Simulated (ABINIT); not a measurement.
A run of ABINIT 10.8.3 (patched build):

run.abi

```
# Datasets: one volume each
ndtset 7
getwfk -1
scalecart1 3*0.9795861087
scalecart2 3*0.9864848297
scalecart3 3*0.9932883884
scalecart4 3*1.0000000000
scalecart5 3*1.0066227096
scalecart6 3*1.0131594038
scalecart7 3*1.0196128224

# Pseudopotentials
pp_dirpath "./"
pseudos "Ti.GGA_PBE-JTH.xml"

# Structure
acell 3*1.0
rprim
    -3.1010405705     3.1010405705     3.1010405705
     3.1010405705    -3.1010405705     3.1010405705
     3.1010405705     3.1010405705    -3.1010405705
ntypat 1
znucl 22
natom 1
typat 1
xred
     0.0000000000     0.0000000000     0.0000000000

# Plane-wave basis
ecut 489.804952 eV
pawecutdg 36.0

# k points
kptopt 1
ngkpt 11 11 11
nshiftk 1
shiftk 0.0 0.0 0.0

# Exchange and correlation
ixc 7

# Bands and occupations
nband 10
occopt 3
tsmear 0.00183747

# SCF cycle
nstep 100
tolvrs 1.0e-9

# Output
iomode 3
prtwf 1
prtden 0
prteig 0
prtebands 0
```

Potentials or basis: JTH PAW PBE v2.0.

Run with:

```console
$ abinit run.abi > log 2>&1
```

Hardware: 1 thread of Arm Neoverse V1, on a shared host.

Problem. How long does it take, and how much memory?

Solution. Wall time 47 s on 1 thread of Arm Neoverse V1, with other jobs on the host, peak memory 0.11 GiB. Counts: scf iterations 58, mpi ranks 1, k points 56, bands 10, plane waves 420.
